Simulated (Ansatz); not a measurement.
The system is ZnAu.

```
Au Zn
1.0
     3.14700    0.00000    0.00000
     0.00000    3.14700    0.00000
     0.00000    0.00000    3.14700
Au Zn
1 1
Direct
  0.00000 0.00000 0.00000
  0.50000 0.50000 0.50000
```

Base run:

- Program: Ansatz 0.2.0
- Functional: PBEsol
- Potentials or basis: all-electron LAPW, scalar-relativistic
- Cutoff: 267 eV
- Density cutoff: 1068 eV
- Basis error allowed: 0.001 eV/atom
- k mesh: 8 × 8 × 8
- Occupations: fermi-dirac, width 0.05 eV
- Spin: no spin polarisation

Its results: band gap on the k mesh none (metal or under the smearing width); pressure -2.2 GPa.

Task: The run is repeated on the same cell with these changes: functional from PBEsol to RPBE; occupations from fermi-dirac, width 0.05 eV to gaussian, width 0.1 eV. What comes out?

Result: Band gap on the k mesh none (metal or under the smearing width); pressure 9.0 GPa.

Not every run made on this cell is shown here.
